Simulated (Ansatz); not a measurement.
Crystal: CdO, rock salt type, 2 atoms in the cell.

All numbers below come from PBE, plane waves, PAW datasets (generated soft set 1) in Ansatz 0.2.0 development build.

Cutoff 420 eV; k-mesh 20×20×20 Γ-centred; Fermi–Dirac smearing of 0.0612 eV; no spin polarisation.

```csv
V (Å³/atom),a (Å),E − E(min) (meV/atom),P (GPa)
12.733,4.6703,21.99,9.11
13.004,4.7032,9.48,5.75
13.275,4.7356,2.34,2.75
13.546,4.7676,0.00,0.07
13.817,4.7992,1.93,-2.31
14.088,4.8303,7.66,-4.43
14.359,4.8611,16.79,-6.32
```

(1) Fit a third-order Birch–Murnaghan equation of state to the energies.

Results:

(1) V₀ = 13.554 Å³/atom (a₀ = 4.769 Å), B₀ = 126 GPa, B₀′ = 4.77.

The published all-electron PBE values for this crystal (mean of FLEUR and WIEN2k, k-spacing 0.06 Å⁻¹; Bosoni et al., Nat. Rev. Phys. 6, 45 (2024)) are V₀ = 13.547 Å³/atom, B₀ = 125.7 GPa, B₀′ = 4.79. This run's mesh is coarser (spacing 0.11 Å⁻¹), so part of any difference comes from k-sampling.

The stress includes the program's correction for the finite plane-wave basis.
